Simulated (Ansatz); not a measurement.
Ti:

```
Ti
1.0
     2.95000    0.00000    0.00000
    -1.47500    2.55477    0.00000
     0.00000    0.00000    4.68000
Ti
2
Direct
  0.66667 0.33333 0.75000
  0.33333 0.66667 0.25000
```

| Quantity | Value |
| --- | --- |
| Program | Ansatz 0.2.0 |
| Task | relaxation of cell and atoms |
| Functional | PBEsol |
| Dispersion | D4 |
| Potentials or basis | all-electron LAPW, scalar-relativistic |
| Basis error allowed | 0.001 eV/atom |
| k mesh | 10 × 10 × 6 |
| Occupations | fermi-dirac, width 0.05 eV |
| Spin | no spin polarisation |

At the start: volume 17.64 Å³/atom.

Q: How do energy, volume and symmetry change on relaxing?

A: Over 6 steps the energy falls by 23.6 meV/atom and the volume is 16.57 Å³/atom (-6.1 %); space group P6_3/mmc (No. 194, to 0.05 Å).

Step by step:
```
step  energy change (eV)  largest force (eV/Å)  volume (Å³)
   1              0.0000                0.0000        35.27
   2             -0.0466                0.0000        33.33
   3             -0.0472                0.0000        33.12
   4             -0.0472                0.0000        33.13
   5             -0.0472                0.0000        33.14
   6             -0.0472                0.0000        33.14
```

Final structure:
```cif
data_structure
_symmetry_space_group_name_H-M 'P 1'
_symmetry_Int_Tables_number 1
_cell_length_a 2.8951
_cell_length_b 2.8951
_cell_length_c 4.5650
_cell_angle_alpha 90.000
_cell_angle_beta 90.000
_cell_angle_gamma 120.000
_cell_volume 33.14
loop_
_atom_site_label
_atom_site_type_symbol
_atom_site_fract_x
_atom_site_fract_y
_atom_site_fract_z
_atom_site_occupancy
Ti1 Ti 0.66667 0.33333 0.75000 1
Ti2 Ti 0.33333 0.66667 0.25000 1
```
